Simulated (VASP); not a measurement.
# Settings for LiF: energy along a vibration (SMASS = -2)

LiF, Fm-3m (no. 225), atoms displaced along the mode, 2 atoms in the cell. PBE, energy along a line of displacements; PAW potentials F, Li (PBE set). VASP 6.6.1.

Wanted: harmonic frequency within 1 %.

Space group without the displacement: Fm-3m (no. 225); Mode: optical mode at Gamma along [111].

POSCAR of the starting run:
```
LiF
1.0
    0.0000000000      2.0140000000      2.0140000000
    2.0140000000      0.0000000000      2.0140000000
    2.0140000000      2.0140000000      0.0000000000
F Li
1 1
Direct
    0.4969319945      0.4969319945      0.4969319945
    0.0083987327      0.0083987327      0.0083987327

    0.0030894815   0.0030894815   0.0030894815
   -0.0084575239  -0.0084575239  -0.0084575239
```

The series start from k mesh: 7 × 7 × 7; Cutoff (eV): 520; Step along the mode (Å): 0.02; Extrapolation between steps (IWAVPR): 11. Each series keeps the choices made before it, and each single choice may use up half of a tolerance.

## k mesh

| k mesh | Harmonic frequency (THz) | Time (s) |
|---|---|---|
| 3 × 3 × 3 | 8.72 | 16 |
| 4 × 4 × 4 | 8.834 | 24 |
| 5 × 5 × 5 | 8.848 | 37 |
| 7 × 7 × 7 | 8.85 | 83 |
| 8 × 8 × 8 | 8.85 | 128 |
| 10 × 10 × 10 (reference) | 8.85 | 258 |

Chosen: 4 × 4 × 4, the loosest value from which every tighter one stays within half of the tolerance.

## Cutoff (eV)

| Cutoff (eV) | Harmonic frequency (THz) | Time (s) |
|---|---|---|
| 280 | 7.819 | 8.5 |
| 340 | 8.628 | 15 |
| 400 | 8.891 | 17 |
| 460 | 8.869 | 13 |
| 520 | 8.834 | 24 |
| 600 (reference) | 8.85 | 23 |

Chosen: 400.

## Extrapolation between steps (IWAVPR)

| Extrapolation between steps (IWAVPR) | Harmonic frequency (THz) | Time (s) |
|---|---|---|
| 11 | 8.889 | 16 |
| 12 | 8.889 | 13 |
| 0 | 8.889 | 16 |

Chosen: 11; no other choice that stays within half of the tolerance saves 30 % of the time.

Also changed on the way, by series that aren't shown: Step along the mode (Å): 0.08.

## All choices together

| Input | Harmonic frequency (THz) | Time (s) |
|---|---|---|
| defaults on a coarse mesh (naive) | 8.749 | 4.9 |
| chosen settings | 8.889 | 16 |
| reference settings throughout | 8.868 | 188 |

The tolerance is met.

## The input

INCAR:
```
SYSTEM = LiF
ALGO = Normal
EDIFF = 1E-7
ENCUT = 400
GGA = PE
IBRION = 0
ISMEAR = 0
ISYM = 0
IWAVPR = 11
KPAR = 2
LASPH = .TRUE.
LCHARG = .FALSE.
LREAL = .FALSE.
LWAVE = .FALSE.
NELMIN = 4
NSW = 9
POTIM = 1
PREC = Accurate
SIGMA = 0.03
SMASS = -2
```

KPOINTS:
```
Automatic mesh
0
Gamma
  4 4 4
  0 0 0
```

POSCAR:
```
LiF
1.0
    0.0000000000      2.0140000000      2.0140000000
    2.0140000000      0.0000000000      2.0140000000
    2.0140000000      2.0140000000      0.0000000000
F Li
1 1
Direct
    0.4877279781      0.4877279781      0.4877279781
    0.0335949309      0.0335949309      0.0335949309

    0.0123579261   0.0123579261   0.0123579261
   -0.0338300954  -0.0338300954  -0.0338300954
```

Commands:
```
cat potpaw_PBE.64/F/POTCAR potpaw_PBE.64/Li/POTCAR > POTCAR
mpirun -np 2 vasp_std > vasp.out
```

The chosen input took VASP 6.6.1 16 s on 2 cores (AMD EPYC 7R43 (Zen 3)), a shared host.

## An input that fails: SMASS left out, so the atoms move under their forces

It runs to its end, but against the unchanged starting input it is off by 3.1 % in the harmonic frequency.

Changes against the starting input:
```
- SMASS = -2
```
